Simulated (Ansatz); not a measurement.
Calculated electric field gradients for V₂O₅

The cell is a Materials Project structure (computed, not necessarily an observed phase), atoms as given.

```xyz
14
Lattice="6.2873 0.0000 0.0000 0.0000 3.5539 0.0000 -0.0175 0.0000 7.2174" Properties=species:S:1:pos:R:3 pbc="T T T"
V     4.6511    0.8885    5.2289
V     1.6187    2.6654    1.9885
V     1.2098    0.8885    6.5156
V     5.0600    2.6654    0.7018
O     4.6406    2.6654    5.8370
O     1.6292    0.8885    1.3804
O     0.2229    0.8885    5.0895
O     6.0468    2.6654    2.1279
O     2.7575    0.8885    5.9634
O     3.5122    2.6654    1.2540
O     0.8988    2.6654    6.9927
O     4.2655    0.8885    3.6938
O     2.0043    2.6654    3.5236
O     5.3709    0.8885    0.2247
```

Sites (sets of like atoms) are named by element and the number of their first atom in this list.

The numbers come from a DFT calculation in Ansatz (r2SCAN, plane waves and PAW, scalar-relativistic, 500 eV cutoff, Γ-centred 4×6×3 k-points, Fermi–Dirac smearing 0.02 eV).

V_zz is the principal component of the electric field gradient with the largest magnitude, η = (V_xx − V_yy)/V_zz and C_Q = eQV_zz/h. Directions are in the Cartesian axes of the cell vectors above, for the atom listed; none is given where the gradient is under 0.02 or η is above 0.95.

| site | first atom | first shell | V_zz (10²¹ V/m²) | η | direction of V_zz (x, y, z) |
| --- | --- | --- | --- | --- | --- |
| V1 | 1 | 5 O at 1.58–2.03 Å; also 1 O at 2.32 Å | 4.26 | 0.57 | 0.94 0.00 -0.35 |
| V3 | 3 | 5 O at 1.64–2.12 Å; also 1 O at 2.34 Å | 3.16 | 0.48 | -0.44 0.00 0.90 |
| O5 | 5 | 3 V at 1.88–2.12 Å | 3.29 | 0.84 | 0.00 1.00 0.00 |
| O7 | 7 | 2 V at 1.73–1.86 Å, angle 120° | -2.88 | 0.48 | -0.41 0.00 0.91 |
| O9 | 9 | 2 V at 1.64–2.03 Å, angle 178° | -2.41 | 0.84 | 0.35 0.00 0.94 |
| O11 | 11 | 4 V at 1.87–2.34 Å | 5.57 | 0.24 | 0.00 1.00 0.00 |
| O12 | 12 | 1 V at 1.58 Å | -2.94 | 0.40 | 0.25 0.00 0.97 |

At O7 V_zz points along the bisector of its two bonds (within 2°). At O12 V_zz points along its bond to V (within 1°).

At this cell the principal stresses reach 5 GPa in size with r2SCAN, which can matter for small gradients. The largest force is 1.2 eV/Å, so the atoms aren't at the calculated equilibrium and relaxing them would move these values.
